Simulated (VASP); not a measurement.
Wanted: the native input for a VASP 6.6.1 run.

```
Task                            : evGW0 quasiparticle levels
Functional                      : PBEsol
Potentials or basis             : VASP PAW PBE potentials, release 64 (Cl_GW, Na_sv_GW)
Cutoff                          : 450 eV
k mesh                          : 4 × 4 × 4
Occupations                     : gaussian, width 0.01 eV
Spin                            : no spin polarisation
Cutoff of the response function : 200
Frequency points                : 64
Empty bands                     : 415
GW scheme                       : evGW0
GW iterations                   : 4
Further INCAR settings          : ALGO = EVGW0; EDIFF = 1e-08; NBANDS = 423
```

NaCl:

```xyz
2
Lattice="0.0000 2.7941 2.7941 2.7941 0.0000 2.7941 2.7941 2.7941 0.0000" Properties=species:S:1:pos:R:3 pbc="T T T"
Cl    2.7941    2.7941    2.7941
Na    0.0000    0.0000    0.0000
```

The cell is a database's computed one.

One way to write it, as run:

POSCAR

```
NaCl
1.0
    0.0000000000      2.7940632177      2.7940632177
    2.7940632177      0.0000000000      2.7940632177
    2.7940632177      2.7940632177      0.0000000000
Cl Na
1 1
Direct
    0.5000000000      0.5000000000      0.5000000000
    0.0000000000      0.0000000000      0.0000000000
```

INCAR.step1

```
PREC = Accurate
ENCUT = 450
EDIFF = 1E-8
ISMEAR = 0
SIGMA = 0.01
LREAL = F
LASPH = T
NELM = 80
ALGO = Normal
LWAVE = T
LCHARG = F
GGA = PS
```

INCAR.step2

```
PREC = Accurate
ENCUT = 450
EDIFF = 1E-8
ISMEAR = 0
SIGMA = 0.01
LREAL = F
LASPH = T
NELM = 1
ALGO = Exact
LWAVE = T
LCHARG = F
GGA = PS
NBANDS = 423
LOPTICS = T
ISTART = 1
```

INCAR.step3

```
PREC = Accurate
ENCUT = 450
EDIFF = 1E-8
ISMEAR = 0
SIGMA = 0.01
LREAL = F
LASPH = T
ALGO = EVGW0
LWAVE = F
LCHARG = F
GGA = PS
NELMGW = 4
NBANDS = 423
ENCUTGW = 200
NOMEGA = 64
PRECFOCK = Fast
ISTART = 1
NBANDSGW = 16
```

KPOINTS

```
Automatic mesh
0
Gamma
  4 4 4
```

Potentials or basis: VASP PAW PBE potentials, release 64 (Cl_GW, Na_sv_GW).

Run with:

```console
$ cat potpaw_PBE.64/Cl_GW/POTCAR potpaw_PBE.64/Na_sv_GW/POTCAR > POTCAR
$ cp INCAR.step1 INCAR
$ mpirun -np 1 vasp_std > vasp.out
$ cp INCAR.step2 INCAR
$ mpirun -np 1 vasp_std > vasp.out
$ cp INCAR.step3 INCAR
$ mpirun -np 1 vasp_std > vasp.out
```

It gave:

```json
{
 "Band gap on the k mesh, mean-field level": "5.07 eV, direct",
 "Quasiparticle gap": "8.65 eV",
 "Least direct quasiparticle gap": "8.65 eV"
}
```

Caveat: the k mesh is coarse (spacing up to 0.49 Å⁻¹), so the values aren't converged; bands, screening cutoff and mesh are small and nothing is extrapolated, so the quasiparticle values aren't converged.

Run time: 24 min on 1 thread of Intel(R) Xeon(R) Platinum 8488C (Sapphire Rapids) (shared host), peak memory 0.78 GiB.
